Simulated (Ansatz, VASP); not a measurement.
# Two plane-wave programs on BaS

```
Ba S
1.0
     0.00000    3.19375    3.19375
     3.19375    0.00000    3.19375
     3.19375    3.19375    0.00000
Ba S
1 1
Direct
  0.00000 0.00000 0.00000
  0.50000 0.50000 0.50000
```

Alike in both runs: task band structure; functional PBE; k mesh 7 × 7 × 7; occupations fermi-dirac, width 0.05 eV; no spin polarisation.

|  | VASP | Ansatz |
| --- | --- | --- |
| version | VASP 6.6.1 | Ansatz 0.2.0 |
| potentials or method | VASP PAW PBE potentials, release 64 (Ba_sv, S_h) | Ansatz PAW |
| plane-wave cutoff (eV) | 900 | 420 |
| valence electrons in the cell | 16 | 16 |

VASP gave:

| Quantity | Value |
| --- | --- |
| gap on the k mesh at the Fermi level (eV) | 2.17 |
| least direct gap on the mesh (eV) | 2.31 |
| gap along the band path (eV) | 2.11 |
| pressure (GPa) | 1.4 |

Question: What did Ansatz give for the same quantities?

Answer: gap on the k mesh at the Fermi level (eV): 2.26; least direct gap on the mesh (eV): 2.38; gap along the band path (eV): 2.21; pressure (GPa): 0.8.

Caveats: spin-orbit coupling is left out, which moves the levels of the heavy elements; the k mesh misses the band edges, so the gap on the mesh is wider than the one along the path (Ansatz). Expect the measured gap to be larger: semilocal functionals such as PBE lack the derivative discontinuity.
